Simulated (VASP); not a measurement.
# SiC (F-43m) in VASP: notebook

The runs below take SiC through relaxation of cell and atoms, with PBE.

Everything below comes from runs of VASP 6.6.1. Logs are shortened: lines on timing, memory, paths and dates and some standing lists are left out, and cuts for length are marked.

## (1) Starting point

Symmetry: F-43m, No. 216, cubic system. The conventional cell has a = 4.358 Å, b = 4.358 Å, c = 4.358 Å, α = 90.00°, β = 90.00°, γ = 90.00°. Si (site symmetry -43m) has 4 C at 1.89 Å as nearest neighbours. C (site symmetry -43m) is surrounded by 4 Si at 1.89 Å.

## (2) Relaxation of cell and atoms, PBE

INCAR

```
  PREC = Accurate
  ENCUT = 900
  EDIFF = 1E-7
  ISMEAR = 0
  SIGMA = 0.02
  LREAL = False
  LASPH = True
  NELM = 80
  ALGO = Fast
  ISIF = 3
  LWAVE = False
  LCHARG = False
  GGA = PE
  IBRION = 2
  NSW = 80
  EDIFFG = -0.002
```

KPOINTS

```
Automatic mesh
0
Gamma
  12 12 12
```

POSCAR

```
SiC
1.0
    0.0000000000      2.1790000000      2.1790000000
    2.1790000000      0.0000000000      2.1790000000
    2.1790000000      2.1790000000      0.0000000000
Si C
1 1
Direct
    0.0000000000      0.0000000000      0.0000000000
    0.2500000000      0.2500000000      0.2500000000
```

Potentials or basis: VASP PAW PBE potentials, release 64 (Si, C_h).

Command:

```sh
$ cat potpaw_PBE.64/Si/POTCAR potpaw_PBE.64/C_h/POTCAR > POTCAR
$ mpirun -np 1 vasp_std > vasp.out
```

OUTCAR:

```text
PREC = Accurate
   ENCUT = 900
   EDIFF = 1E-7
   ISMEAR = 0
   LREAL = False
   LASPH = True
   NELM = 80
   ISIF = 3
   GGA = PE
   IBRION = 2
   NSW = 80
   EDIFFG = -0.002

 ion  position               nearest neighbor table
   1  0.000  0.000  0.000-   2 1.89   2 1.89   2 1.89   2 1.89
   2  0.250  0.250  0.250-   1 1.89   1 1.89   1 1.89   1 1.89

  LATTYP: Found a face centered cubic cell.
 ALAT       =     4.3580000000

  Lattice vectors:

 A1 = (   0.0000000000,   2.1790000000,   2.1790000000)
 A2 = (   2.1790000000,   0.0000000000,   2.1790000000)
 A3 = (   2.1790000000,   2.1790000000,   0.0000000000)

Analysis of symmetry for initial positions (statically):
=====================================================================
 Subroutine PRICEL returns:
 Original cell was already a primitive cell.

 Routine SETGRP: Setting up the symmetry group for a
 face centered cubic supercell.

 Subroutine GETGRP returns: Found 24 space group operations
 (whereof 24 operations were pure point group operations)
 out of a pool of 48 trial point group operations.

The static configuration has the point symmetry T_d .

Analysis of symmetry for dynamics (positions and initial velocities):
=====================================================================
 Subroutine PRICEL returns:
 Original cell was already a primitive cell.

 Routine SETGRP: Setting up the symmetry group for a
 face centered cubic supercell.

 Subroutine GETGRP returns: Found 24 space group operations
 (whereof 24 operations were pure point group operations)
 out of a pool of 48 trial point group operations.

The dynamic configuration has the point symmetry T_d .

 Subroutine INISYM returns: Found 24 space group operations
 (whereof 24 operations are pure point group operations),
 and found     1 'primitive' translations

----------------------------------------------------------------------------------------

                                     Primitive cell

  volume of cell :      20.6920

  direct lattice vectors                    reciprocal lattice vectors
     0.000000000  2.179000000  2.179000000    -0.229463056  0.229463056  0.229463056
     2.179000000  0.000000000  2.179000000     0.229463056 -0.229463056  0.229463056
     2.179000000  2.179000000  0.000000000     0.229463056  0.229463056 -0.229463056

  length of vectors
     3.081571352  3.081571352  3.081571352     0.397441672  0.397441672  0.397441672

  position of ions in fractional coordinates (direct lattice)
     0.000000000  0.000000000  0.000000000
     0.250000000  0.250000000  0.250000000

  ion indices of the primitive-cell ions
   primitive index   ion index
                 1           1
                 2           2

----------------------------------------------------------------------------------------

 KPOINTS: Automatic mesh

Automatic generation of k-mesh.
 Grid dimensions read from file:
 generate k-points for:   12   12   12

 Generating k-lattice:

  Cartesian coordinates                     Fractional coordinates (reciprocal lattice)
    -0.019121921  0.019121921  0.019121921     0.083333333  0.000000000  0.000000000
     0.019121921 -0.019121921  0.019121921     0.000000000  0.083333333  0.000000000
     0.019121921  0.019121921 -0.019121921     0.000000000  0.000000000  0.083333333

  Length of vectors
     0.033120139  0.033120139  0.033120139

  Shift w.r.t. Gamma in fractional coordinates (k-lattice)
     0.000000000  0.000000000  0.000000000

 Subroutine IBZKPT returns following result:
 ===========================================

 Found     72 irreducible k-points:

 Following reciprocal coordinates:
            Coordinates               Weight
  0.000000  0.000000  0.000000      1.000000
  0.083333  0.000000  0.000000      8.000000
  0.166667  0.000000  0.000000      8.000000
  0.250000  0.000000  0.000000      8.000000
  0.333333  0.000000  0.000000      8.000000
  0.416667  0.000000  0.000000      8.000000
[... 16 lines left out ...]
  0.500000  0.166667  0.000000     24.000000
 -0.416667  0.166667  0.000000     24.000000
 [... further k-points ...]
   k-points           NKPTS =     72   k-points in BZ     NKDIM =     72   number of bands    NBANDS=      8
   number of dos      NEDOS =    301   number of ions     NIONS =      2
   total plane-waves  NPLWV =  27000
   dimension x,y,z NGX =    30 NGY =   30 NGZ =   30
   dimension x,y,z NGXF=    60 NGYF=   60 NGZF=   60
   ions per type =               1   1
   NGX,Y,Z   is equivalent  to a cutoff of  16.18, 16.18, 16.18 a.u.
   NGXF,Y,Z  is equivalent  to a cutoff of  32.37, 32.37, 32.37 a.u.
 SYSTEM =  unknown system
   PREC   = accura    normal or accurate (medium, high low for compatibility)
   ISTART =      0    job   : 0-new  1-cont  2-samecut
   ICHARG =      2    charge: 1-file 2-atom 10-const
   ISPIN  =      1    spin polarized calculation?
   LNONCOLLINEAR =      F non collinear calculations
   LSORBIT =      F    spin-orbit coupling
   LASPH  =      T    aspherical Exc in radial PAW
   ENCUT  =  900.0 eV  66.15 Ry    8.13 a.u.   7.54  7.54  7.54*2*pi/ulx,y,z
   NELM   =     80;   NELMIN=  2; NELMDL= -5     # of ELM steps
   EDIFF  = 0.1E-06   stopping-criterion for ELM
   LREAL  =      F    real-space projection
   EDIFFG = -.2E-02   stopping-criterion for IOM
   NSW    =     80    number of steps for IOM
   IBRION =      2    ionic relax: 0-MD 1-quasi-New 2-CG
   NFREE  =      1    steps in history (QN), initial steepest desc. (CG)
   ISIF   =      3    stress and relaxation
   ISYM   =      2    0-nonsym 1-usesym 2-fastsym
   POTIM  = 0.5000    time-step for ionic-motion
   TEBEG  =    0.0;   TEEND  =   0.0 temperature during run
   PSTRESS=    0.0 pullay stress
   NELECT =       8.0000    total number of electrons
   NUPDOWN=      -1.0000    fix difference up-down
   EMIN   =  10.00;   EMAX   =-10.00  energy-range for DOS
   EFERMI =   0.00;   METHOD = LEGACY
   ISMEAR =     0;   SIGMA  =   0.02  broadening in eV -4-tet -1-fermi 0-gaus
   EFERMI_NEDOS =   21; number of points for ismear=-14 and -15
   IALGO  =     68    algorithm
   IMIX   =      4    mixing-type and parameters
     AMIX     =   0.40;   BMIX     =  1.00
     AMIX_MAG =   1.60;   BMIX_MAG =  1.00
  volume/ion in A,a.u.               =      10.35        69.82
  Fermi-wavevector in a.u.,A,eV,Ry     =   1.192626  2.253736 19.352338  1.422357
  Thomas-Fermi vector in A             =   2.328660
   LORBIT       =      0    0 simple, 1 ext, 2 COOP (PROOUT), +10 PAW based schemes
   GGA     = PE    functional components
   LHFCALC =     F    Hartree Fock is set to
   AEXX    =    0.0000 exact exchange contribution
   IVDW    =     0    specifies the selected vdW correction
   LEPSILON=     F    determine dielectric tensor
   LRPA    =     F    only Hartree local field effects (RPA)
 conjugate gradient relaxation of ions
 non-spin polarized calculation
 RMM-DIIS sequential band-by-band and
 Gauss-broadening in eV      SIGMA  =   0.02
  energy-cutoff  :      900.00
  volume of cell :       20.69
 maximum number of plane-waves:      1303
   NGX = 15   NGY = 15   NGZ = 15

--------------------------------------- Ionic step        1  -------------------------------------------

 number of electron       8.0000000 magnetization

 Free energy of the ion-electron system (eV)
  ---------------------------------------------------
  ext. energy  EPLUGINS =         0.00000000
  ---------------------------------------------------
  free energy    TOTEN  =       -15.06609249 eV

  energy without entropy =      -15.06609249  energy(sigma->0) =      -15.06609249

------------------------ aborting loop because EDIFF is reached ----------------------------------------

  FORCE on cell =-STRESS in cart. coord.  units (eV):
  Direction    XX          YY          ZZ          XY          YZ          ZX
  --------------------------------------------------------------------------------------
  -------------------------------------------------------------------------------------
  Total        0.3896386      0.3896386      0.3896386      0.0000000      0.0000000      0.0000000
  in kB       30.1696921     30.1696921     30.1696921      0.0000000      0.0000000      0.0000000
  external PRESSURE =      30.1696921 kB  Pullay stress =       0.0000000 kB
[... 57 lines left out ...]
  energy  without entropy=      -15.0658523837  energy(sigma->0) =      -15.06585238

--------------------------------------- Ionic step        3  -------------------------------------------

 number of electron       8.0000000 magnetization

 Free energy of the ion-electron system (eV)
  ---------------------------------------------------
  ext. energy  EPLUGINS =         0.00000000
  ---------------------------------------------------
  free energy    TOTEN  =       -15.06873660 eV

  energy without entropy =      -15.06873660  energy(sigma->0) =      -15.06873660

 E-fermi :   8.3847     XC(G=0): -11.3305

 val. band max:        8.2805277559   @ k =   0.0000   0.0000   0.0000
 cond. band min:       9.6523914333   @ k =   0.5000   0.5000   0.0000
 fundamental gap:      1.3718636775
 Fermi energy:         8.3847316088

 k-point     1 :       0.0000    0.0000    0.0000
  band No.  band energies     occupation
      1      -7.0140      2.00000
      2       8.2805      2.00000
      3       8.2805      2.00000
      4       8.2805      2.00000
      5      14.3556      0.00000
      6      15.4960      0.00000
      7      15.4960      0.00000
      8      15.4960      0.00000
[... 243 lines left out ...]
 k-point    24 :      -0.4167    0.1667    0.0000
  band No.  band energies     occupation
      1      -3.1783      2.00000
      2       0.3390      2.00000
      3       5.2129      2.00000
      4       6.7782      2.00000
      5      13.3832      0.00000
      6      15.9078      0.00000
      7      16.7539      0.00000
      8      19.3306      0.00000

 [... further k-points ...]

------------------------ aborting loop because EDIFF is reached ----------------------------------------

  FORCE on cell =-STRESS in cart. coord.  units (eV):
  Direction    XX          YY          ZZ          XY          YZ          ZX
  --------------------------------------------------------------------------------------
  -------------------------------------------------------------------------------------
  Total        0.0004127      0.0004127      0.0004127      0.0000000      0.0000000     -0.0000000
  in kB        0.0315209      0.0315209      0.0315209      0.0000000      0.0000000     -0.0000000
  external PRESSURE =       0.0315209 kB  Pullay stress =       0.0000000 kB
[... 17 lines left out ...]
  FREE ENERGIE OF THE ION-ELECTRON SYSTEM (eV)
  ---------------------------------------------------
  free  energy   TOTEN  =       -15.0687365983 eV

  energy  without entropy=      -15.0687365983  energy(sigma->0) =      -15.06873660

 reached required accuracy - stopping structural energy minimisation
```

Run time: 65 s. Hardware: 1 thread of Intel Xeon Platinum 8488C (Sapphire Rapids), shared host; peak memory 0.18 GiB.

What came out:

* Free energy: -15.0687 eV
* Relaxed volume: 10.49 Å³/atom
* Relaxed cell: a = 3.096 Å, b = 3.096 Å, c = 3.096 Å, α = 60.00°, β = 60.00°, γ = 60.00°
* Space group after relaxing (to 0.05 Å): F-43m (No. 216)
* Energy gained by relaxing: 1.3 meV/atom
* Ionic steps: 3
* Pressure after relaxing: 0.0 GPa
* Band gap on the k mesh: 1.37 eV, indirect (least direct gap 4.53 eV)

The path:
| step | energy change (eV) | largest force (eV/Å) | pressure (GPa) | volume (Å³) |
| --- | --- | --- | --- | --- |
| 1 | 0.0000 | 0.0000 | 3.02 | 20.69 |
| 2 | 0.0002 | 0.0000 | -3.00 | 21.28 |
| 3 | -0.0026 | 0.0000 | 0.00 | 20.98 |

Final structure:
```cif
data_structure
_symmetry_space_group_name_H-M 'P 1'
_symmetry_Int_Tables_number 1
_cell_length_a 3.0957
_cell_length_b 3.0957
_cell_length_c 3.0957
_cell_angle_alpha 60.000
_cell_angle_beta 60.000
_cell_angle_gamma 60.000
_cell_volume 20.98
loop_
_atom_site_label
_atom_site_type_symbol
_atom_site_fract_x
_atom_site_fract_y
_atom_site_fract_z
_atom_site_occupancy
Si1 Si 0.00000 0.00000 0.00000 1
C1 C 0.25000 0.25000 0.25000 1
```

Caveat: the cutoff is under 1.25 times the usual one of these potentials, so pressure, stress and relaxed cells hold a basis-set (Pulay) error. PBE usually gives volumes a little too large and moduli too small.

## (3) Relaxation of cell and atoms, PBE

This run uses another cell than the first one, of 10.49 Å³/atom, 1.014 times its volume.

INCAR is that of step 2.

KPOINTS is that of step 2.

POSCAR

```
SiC                                     
1.0
    0.0000000000      2.1889633245      2.1889633245
    2.1889633245      0.0000000000      2.1889633245
    2.1889633245      2.1889633245      0.0000000000
  Si              C             
     1     1
Direct
     0.0000000000000000    0.0000000000000000    0.0000000000000000
     0.2500000000000000    0.2500000000000000    0.2500000000000000
```

Potentials or basis: VASP PAW PBE potentials, release 64 (Si, C_h).

Command:

```sh
$ cat potpaw_PBE.64/Si/POTCAR potpaw_PBE.64/C_h/POTCAR > POTCAR
$ mpirun -np 1 vasp_std > vasp.out
```

Run time: 28 s. Hardware: 1 thread of Intel Xeon Platinum 8488C (Sapphire Rapids), shared host; peak memory 0.17 GiB.

Results (log left out):

- Free energy: -15.0690 eV
- Pressure after relaxing: 0.0 GPa
- Band gap on the k mesh: 1.37 eV, indirect (least direct gap 4.53 eV)

Final structure:
```xyz
2
Lattice="0.0000 2.1890 2.1890 2.1890 0.0000 2.1890 2.1890 2.1890 0.0000" Properties=species:S:1:pos:R:3 pbc="T T T"
Si    0.0000    0.0000    0.0000
C     1.0945    1.0945    1.0945
```

Levels at points of the mesh, in eV from the valence-band top:
| k point | band 2 | band 3 | band 4 | band 5 | band 6 | band 7 |
| --- | --- | --- | --- | --- | --- | --- |
| (0.00, 0.00, 0.00) | 0.00 | 0.00 | 0.00 | 6.08 | 7.22 | 7.22 |
| (0.50, 0.00, 0.00) | -8.46 | -1.05 | -1.05 | 5.31 | 7.17 | 7.17 |
| (0.50, 0.50, 0.00) | -7.75 | -3.16 | -3.16 | 1.37 | 4.28 | 13.88 |

Caveat: the cutoff is under 1.25 times the usual one of these potentials, so pressure, stress and relaxed cells hold a basis-set (Pulay) error; the relaxation stopped at its first step, so nothing moved. A k mesh can miss the band edges.
